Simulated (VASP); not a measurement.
MgO2:

```
Mg O
1.0
     4.82861    0.00000    0.00000
     0.00000    4.82861    0.00000
     0.00000    0.00000    4.82861
Mg O
4 8
Direct
  0.00000 0.00000 0.00000
  0.50000 0.00000 0.50000
  0.50000 0.50000 0.00000
  0.00000 0.50000 0.50000
  0.58942 0.91058 0.08942
  0.91058 0.08942 0.58942
  0.08942 0.58942 0.91058
  0.41058 0.41058 0.41058
  0.58942 0.58942 0.58942
  0.91058 0.41058 0.08942
  0.08942 0.91058 0.41058
  0.41058 0.08942 0.91058
```

The cell is a database's computed one.

| Item | Value |
| --- | --- |
| Program | VASP 6.6.1 |
| Task | relaxation of cell and atoms |
| Functional | LDA |
| Potentials or basis | VASP PAW LDA potentials, release 64 (Mg, O) |
| Cutoff | 600 eV |
| k mesh | 6 × 6 × 6 |
| Occupations | fermi-dirac, width 0.05 eV |
| Spin | no spin polarisation |

At the start: pressure -6.7 GPa; volume 9.38 Å³/atom.

**Question.** How do energy, volume and symmetry change on relaxing?

**Answer.** Over 5 steps the energy falls by 8.7 meV/atom and the volume is 8.99 Å³/atom (-4.2 %); space group Pa-3 (No. 205, to 0.05 Å).

Step by step:
| step | energy change (eV) | largest force (eV/Å) | pressure (GPa) | volume (Å³) |
| --- | --- | --- | --- | --- |
| 1 | 0.0000 | 0.3338 | -6.70 | 112.58 |
| 2 | -0.0289 | 0.9871 | 3.96 | 106.31 |
| 3 | -0.0892 | 0.3401 | -1.15 | 109.04 |
| 4 | -0.1003 | 0.1814 | 0.59 | 107.18 |
| 5 | -0.1047 | 0.0042 | -0.04 | 107.83 |

Final structure:
```
Mg O
1.0
     4.75965    0.00000    0.00000
     0.00000    4.75965    0.00000
     0.00000    0.00000    4.75965
Mg O
4 8
Direct
  0.00000 0.00000 0.00000
  0.50000 0.00000 0.50000
  0.50000 0.50000 0.00000
  0.00000 0.50000 0.50000
  0.58935 0.91065 0.08935
  0.91065 0.08935 0.58935
  0.08935 0.58935 0.91065
  0.41065 0.41065 0.41065
  0.58935 0.58935 0.58935
  0.91065 0.41065 0.08935
  0.08935 0.91065 0.41065
  0.41065 0.08935 0.91065
```
